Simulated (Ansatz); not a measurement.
**PbSe (zincblende): G0W0 against its settings**

PbSe (zincblende), relaxed with r2SCAN; one-shot G0W0 in Ansatz without spin-orbit coupling. The calculation is spin-unpolarised, and the structure need not be a phase that has been made.

```yaml
crystal:
  lattice:
    - [0.00000, 3.42320, 3.42320]
    - [3.42320, 0.00000, 3.42320]
    - [3.42320, 3.42320, 0.00000]
  atoms:
    - { symbol: Pb, position: [0.00000, 0.00000, 0.00000] }
    - { symbol: Se, position: [0.25000, 0.25000, 0.25000] }
```

Gaps are read over the mesh points alone. G0W0 values are finite-basis, finite-mesh values.

| start | potentials | frequency model | mesh | empty bands | screening cutoff (eV) | Kohn-Sham gap (eV) | G0W0 gap (eV) | rough cost |
| --- | --- | --- | --- | --- | --- | --- | --- | --- |
| PBE | PAW | contour deformation | 4×4×4 | 130 | 80 | 0.62 | 0.92 | 15 core-seconds |
| PBE | PAW | contour deformation | 4×4×4 | 301 | 140 | 0.62 | 1.05 | 70 core-seconds |
| PBE | PAW | contour deformation | 4×4×4 | 554 | 210 | 0.62 | 1.14 | 6 core-minutes |
| HSE06 | PAW | contour deformation | 4×4×4 | 301 | 140 | 1.06 | 1.25 | 2.4 core-minutes |
| LDA | PAW | contour deformation | 4×4×4 | 301 | 140 | 0.47 | 1.02 | 80 core-seconds |
| r2SCAN | PAW | contour deformation | 4×4×4 | 301 | 140 | 0.80 | 1.12 | 80 core-seconds |
| PBE | PAW | Godby-Needs pole | 4×4×4 | 301 | 140 | 0.62 | 0.96 | 80 core-seconds |
| PBE | PAW | contour deformation | 6×6×6 | 130 | 80 | 0.75 | 1.05 | 90 core-seconds |
| PBE | norm-conserving | contour deformation | 4×4×4 | 301 | 140 | 0.62 | 1.04 | 2.5 core-minutes |

G0W0 moves the gap on the mesh from 0.62 eV (PBE) to 1.14 eV (W to X). Renormalisation factors Z lie between 0.64 and 0.77.

Raising bands and cutoff together moves the gap by +0.13 eV (80 to 140 eV), then +0.09 eV (140 to 210 eV); the last step is still large, so the basis limit isn't reached. Starting from HSE06 (1.06 eV against PBE's 0.62 eV) gives 1.25 eV, +0.20 eV from G0W0@PBE at the same screening cutoff. Starting from LDA (0.47 eV against PBE's 0.62 eV) gives 1.02 eV, -0.03 eV from G0W0@PBE at the same screening cutoff. Starting from r2SCAN (0.80 eV against PBE's 0.62 eV) gives 1.12 eV, +0.07 eV from G0W0@PBE at the same screening cutoff. The Godby-Needs plasmon pole differs from contour deformation by -0.09 eV. A 6×6×6 mesh in place of 4×4×4 changes the opening over PBE by 0.00 eV (the gap on the mesh by +0.13 eV, the PBE gap by +0.13 eV). Norm-conserving potentials (wave cutoff 1170 eV against 420 eV) shift the quasiparticle gap by -0.01 eV and the PBE gap by 0.00 eV. r2SCAN runs take a wave cutoff of 500 eV.
